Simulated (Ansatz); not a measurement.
# InSb (Immm): how the settings move a single-point run

Question: which choices in the input matter for InSb (Immm)?

Method: reference: DFT PBE, scalar-relativistic, plane waves, PAW, in Ansatz 0.2.0.

2 further runs of the same task are left out: 2 that didn't finish. Runs told in other sessions of the task aren't counted.

### 1 Starting point

Symmetry: Immm, No. 71, orthorhombic system. The conventional cell has a = 3.290 Å, b = 5.620 Å, c = 6.117 Å, α = 90.00°, β = 90.00°, γ = 90.00°. Around In (site symmetry mmm) lie 6 Sb at 3.06 to 3.26 Å and 2 In at 3.29 Å. Sb (site symmetry mmm) is surrounded by 6 In at 3.06 to 3.26 Å and 2 Sb at 3.29 Å.

As a file:

```cif
data_structure
_symmetry_space_group_name_H-M 'P 1'
_symmetry_Int_Tables_number 1
_cell_length_a 5.6198
_cell_length_b 6.1173
_cell_length_c 3.2900
_cell_angle_alpha 90.000
_cell_angle_beta 90.000
_cell_angle_gamma 90.000
_cell_volume 113.10
loop_
_atom_site_label
_atom_site_type_symbol
_atom_site_fract_x
_atom_site_fract_y
_atom_site_fract_z
_atom_site_occupancy
In1 In 0.00000 0.00000 0.24970 1
In2 In 0.50000 0.50000 0.75030 1
Sb1 Sb 0.50000 0.00000 0.75000 1
Sb2 Sb 0.00000 0.50000 0.25000 1
```

### 2 Baseline

Input file input.yaml:

```yaml
crystal:
  lattice:
    - [5.6197504192, 0.0, 0.0]
    - [0.0, 6.1173418563, 0.0]
    - [0.0, 0.0, 3.2900282551]
  atoms:
    - { symbol: In, position: [0.0, 0.0, 0.2496958823] }
    - { symbol: In, position: [0.5, 0.5, -0.2496958823] }
    - { symbol: Sb, position: [0.5, 0.0, 0.7499969454] }
    - { symbol: Sb, position: [0.0, 0.5, 0.2500030546] }
basis:
  ecutwfc: 420
  ecutrho_ratio: 4
kpoints:
  mp_grid: { grid: [6, 6, 10] }
  band_path:
    path:
      - [[0.0, 0.0, 0.0], [0.5, 0.0, 0.0], [0.5, 0.5, 0.0], [0.0, 0.5, 0.0], [0.0, 0.0, 0.0], [0.0, 0.0, 0.5], [0.5, 0.0, 0.5], [0.5, 0.5, 0.5], [0.0, 0.5, 0.5], [0.0, 0.0, 0.5]]
      - [[0.5, 0.0, 0.0], [0.5, 0.0, 0.5]]
      - [[0.0, 0.5, 0.0], [0.0, 0.5, 0.5]]
      - [[0.5, 0.5, 0.0], [0.5, 0.5, 0.5]]
    npoints: 14
hamiltonian:
  xc: pbe
scf:
  occupations: { method: gaussian, width: 0.05 }
  n_extra_bands: 17
output:
  forces: true
  stress: true
  eigenvalues: true
  populations: true
  dos: { projected: true, de: 0.02, nscf_kmesh: { grid: [9, 9, 15] } }
  bader: true
  write_density: true
  write_potential: true
  elf: true
  volumetric_format: npy
```

Command:

```sh
> ansatz run input.yaml --threads 2 --pin off --max-ram 2662MiB --backend cpu --events-out ev --progress --plain --runs-dir out
```

### 3 Changed: xc_grid 4, occupations.method cold, occupations.width 0.15

Input file input.yaml:

```yaml
crystal:
  lattice:
    - [5.6197504192, 0.0, 0.0]
    - [0.0, 6.1173418563, 0.0]
    - [0.0, 0.0, 3.2900282551]
  atoms:
    - { symbol: In, position: [0.0, 0.0, 0.2496958823] }
    - { symbol: In, position: [0.5, 0.5, -0.2496958823] }
    - { symbol: Sb, position: [0.5, 0.0, 0.7499969454] }
    - { symbol: Sb, position: [0.0, 0.5, 0.2500030546] }
basis:
  ecutwfc: 420
  ecutrho_ratio: 4
  xc_grid: 4
kpoints:
  mp_grid: { grid: [6, 6, 10] }
hamiltonian:
  xc: pbe
scf:
  occupations: { method: cold, width: 0.15 }
output:
  forces: true
  stress: true
```

### 4 Changed: occupations.method tetrahedron_uncorrected, width left out

Input file input.yaml:

```yaml
crystal:
  lattice:
    - [5.6197504192, 0.0, 0.0]
    - [0.0, 6.1173418563, 0.0]
    - [0.0, 0.0, 3.2900282551]
  atoms:
    - { symbol: In, position: [0.0, 0.0, 0.2496958823] }
    - { symbol: In, position: [0.5, 0.5, -0.2496958823] }
    - { symbol: Sb, position: [0.5, 0.0, 0.7499969454] }
    - { symbol: Sb, position: [0.0, 0.5, 0.2500030546] }
basis:
  ecutwfc: 420
  ecutrho_ratio: 4
kpoints:
  mp_grid: { grid: [6, 6, 10] }
hamiltonian:
  xc: pbe
scf:
  occupations: { method: tetrahedron_uncorrected }
output:
  forces: true
  stress: true
  write_density: true
  write_potential: true
  elf: true
  volumetric_format: npy
```

### 5 Changing settings: xc r2scan

Input file input.yaml:

```yaml
crystal:
  lattice:
    - [5.6197504192, 0.0, 0.0]
    - [0.0, 6.1173418563, 0.0]
    - [0.0, 0.0, 3.2900282551]
  atoms:
    - { symbol: In, position: [0.0, 0.0, 0.2496958823] }
    - { symbol: In, position: [0.5, 0.5, -0.2496958823] }
    - { symbol: Sb, position: [0.5, 0.0, 0.7499969454] }
    - { symbol: Sb, position: [0.0, 0.5, 0.2500030546] }
basis:
  ecutwfc: 420
  ecutrho_ratio: 4
kpoints:
  mp_grid: { grid: [6, 6, 10] }
hamiltonian:
  xc: r2scan
scf:
  occupations: { method: gaussian, width: 0.05 }
output:
  forces: true
  stress: true
```

### 6 Variant: mp_grid.grid [4, 4, 7], dr2_threshold 1.0e-06

Input file input.yaml:

```yaml
crystal:
  lattice:
    - [5.6197504192, 0.0, 0.0]
    - [0.0, 6.1173418563, 0.0]
    - [0.0, 0.0, 3.2900282551]
  atoms:
    - { symbol: In, position: [0.0, 0.0, 0.2496958823] }
    - { symbol: In, position: [0.5, 0.5, -0.2496958823] }
    - { symbol: Sb, position: [0.5, 0.0, 0.7499969454] }
    - { symbol: Sb, position: [0.0, 0.5, 0.2500030546] }
basis:
  ecutwfc: 420
  ecutrho_ratio: 4
kpoints:
  mp_grid: { grid: [4, 4, 7] }
hamiltonian:
  xc: pbe
scf:
  occupations: { method: gaussian, width: 0.05 }
  convergence: { dr2_threshold: 1.0e-06 }
output:
  forces: true
  stress: true
```

### 7 Variant: mp_grid.grid [5, 5, 8], accuracy high

Input file input.yaml:

```yaml
crystal:
  lattice:
    - [5.6197504192, 0.0, 0.0]
    - [0.0, 6.1173418563, 0.0]
    - [0.0, 0.0, 3.2900282551]
  atoms:
    - { symbol: In, position: [0.0, 0.0, 0.2496958823] }
    - { symbol: In, position: [0.5, 0.5, -0.2496958823] }
    - { symbol: Sb, position: [0.5, 0.0, 0.7499969454] }
    - { symbol: Sb, position: [0.0, 0.5, 0.2500030546] }
basis:
  ecutwfc: 420
  ecutrho_ratio: 4
kpoints:
  mp_grid: { grid: [5, 5, 8] }
hamiltonian:
  xc: pbe
scf:
  occupations: { method: gaussian, width: 0.05 }
output:
  forces: true
  stress: true
  write_density: true
  write_potential: true
  elf: true
  volumetric_format: npy
accuracy: high
```

What does the calculation give? Wanted: for each run, ending; energy change; pressure; gap; force.

The runs gave:

```
                                                          run     ending         energy change  pressure (GPa)  gap (eV)  force (eV/Å)  cycles   time
                                                    reference  converged                     0             0.0      0.00          0.00       6   48 s
1: xc_grid 4, occupations.method cold, occupations.width 0.15  converged   -0.2 meV/atom (σ→0)             0.0      0.00          0.00       7  7.8 s
2: occupations.method tetrahedron_uncorrected, width left out  converged  +59.5 meV/atom (σ→0)             0.2      0.00          0.00       6  9.6 s
                                                 3: xc r2scan  converged        not comparable            -1.4      0.00          0.00       7   15 s
             4: mp_grid.grid [4, 4, 7], dr2_threshold 1.0e-06  converged        +10.1 meV/atom            -0.3      0.00          0.00       6  2.8 s
                     5: mp_grid.grid [5, 5, 8], accuracy high  converged        +10.1 meV/atom            -0.2      0.00          0.00       9  6.8 s
```

Times don't compare one to one where runs were asked for different outputs or read a saved state (see the inputs); cycles may leave out searches for a lower state.

Residual by cycle in the longest SCF loop of each run; runs are numbered as in the table. The quantity is the density residual dr2, in eV.

```
cycle  reference    run 1   run 2    run 3    run 4    run 5
    1    0.00112  0.00114  0.0019    0.026  0.00267  0.00648
    2     7.2e-4   6.9e-4  8.4e-4  0.00654  0.00147  0.00226
    3     2.6e-4   2.3e-4  2.8e-4   8.7e-4   3.4e-4   3.1e-4
    4     2.2e-5   2.4e-5  1.9e-5   5.0e-5   4.8e-5   4.3e-5
    5     2.7e-6   5.0e-6  1.5e-6   1.0e-5   3.5e-6   3.6e-6
    6     5.0e-8   2.4e-7  6.5e-8   2.3e-7   9.6e-8   8.7e-7
    7          -   1.2e-8       -   1.6e-8        -   4.1e-8
    8          -        -       -        -        -  7.7e-10
    9          -        -       -        -        -  4.9e-11
```

Semilocal functionals close small gaps, and spin-orbit coupling, left out here, moves these band edges, so the missing gap need not be the real solid's. Run 3 ran under the cutoff that the potentials recommend, as the log warns, so basis error is mixed into its values.
